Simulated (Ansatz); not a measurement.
# TiPbO3 (P4mm): equation of state

The task here is to estimate one member of a computed series from the others.

Computed with Ansatz 0.2.0 (DFT r²SCAN, scalar-relativistic, plane waves, PAW, unless a step's input says otherwise).

### The system as given

It takes space group P4mm (No. 99, tetragonal). Conventional cell: a = 3.840 Å, b = 3.840 Å, c = 4.496 Å, α = 90.00°, β = 90.00°, γ = 90.00°. Ti (site symmetry 4mm) has 5 O at 1.74 to 1.98 Å as nearest neighbours. Pb (site symmetry 4mm) is surrounded by 8 O at 2.48 to 2.81 Å. O (site symmetry 4mm) is surrounded by 1 Ti at 1.74 Å. Around O (site symmetry 2mm) lie 2 Ti at 1.98 Å and 2 Pb at 2.48 Å.

As a file:

```cif
data_structure
_symmetry_space_group_name_H-M 'P 1'
_symmetry_Int_Tables_number 1
_cell_length_a 3.8404
_cell_length_b 3.8404
_cell_length_c 4.4958
_cell_angle_alpha 90.000
_cell_angle_beta 90.000
_cell_angle_gamma 90.000
_cell_volume 66.31
loop_
_atom_site_label
_atom_site_type_symbol
_atom_site_fract_x
_atom_site_fract_y
_atom_site_fract_z
_atom_site_occupancy
Ti1 Ti 0.50000 0.50000 0.52205 1
Pb1 Pb 0.00000 0.00000 0.97315 1
O1 O 0.50000 0.50000 0.13481 1
O2 O 0.50000 0.00000 0.62560 1
O3 O 0.00000 0.50000 0.62560 1
```

An earlier run at r²SCAN left this cell at 13.261 Å³/atom and -0.01 GPa (6×6×6 mesh).

Volume factors to run: 0.980, 1.020, 0.960, 1.040.

Set-up of the first run:

input.yaml reads:

```yaml
crystal:
  lattice:
    - [3.8146331513, 0.0, 0.0]
    - [0.0, 3.8146331513, 0.0]
    - [0.0, 0.0, 4.465602877]
  atoms:
    - { symbol: Ti, position: [0.5, 0.5, 0.5220509558] }
    - { symbol: Pb, position: [0.0, 0.0, -0.0268548751] }
    - { symbol: O, position: [0.5, 0.5, 0.1348126319] }
    - { symbol: O, position: [0.5, 0.0, 0.6255956437] }
    - { symbol: O, position: [0.0, 0.5, 0.6255956437] }
basis:
  ecutwfc: 500
  ecutrho_ratio: 4
kpoints:
  mp_grid: { grid: [6, 6, 6] }
hamiltonian:
  xc: r2scan
scf:
  occupations: { method: gaussian, width: 0.05 }
output:
  forces: true
  stress: true
  eigenvalues: true
relax:
  f_tol: 0.01
  max_steps: 40
  cell: { stress_tol: 0.1, fix: [volume] }
```

The run is started by

```console
ansatz run input.yaml --threads 4 --pin off --max-ram 10240MiB --backend cpu --events-out ev --progress --plain --runs-dir out
```

Among the steps run: Volume × 0.980; Scaling the volume by 1.020; At 0.960 of the relaxed volume; Scaling the volume by 1.040.

One of the session's tables, all rows but one given; the rest of the session is left out.

It belongs to the step «The fit». 

```
volume (Å³/atom)  energy (meV/atom)  pressure (GPa)  gap (eV)
          12.731               2.49            1.61      2.07
          12.996               0.57            0.79      2.11
          13.261               0.00           -0.01      2.15
          13.527                  ?               ?         ?
          13.792               2.98           -1.78      2.24
```

Estimate the missing values for volume (Å³/atom) = 13.527.

Worked estimate for «energy (meV/atom)». A straight line through the neighbours (13.261, 0.00) and (13.792, 2.98) gives 0.00 + (2.98 − 0.00) × (13.527 − 13.261) / (13.792 − 13.261) = 1.49; a parabola fitted to 3 rows on both sides gives 0.81.

**Answer.** energy (meV/atom): 0.77; pressure (GPa): -0.92; gap (eV): 2.19. In «energy (meV/atom)» the line misses by +0.72 and the parabola by +0.04.
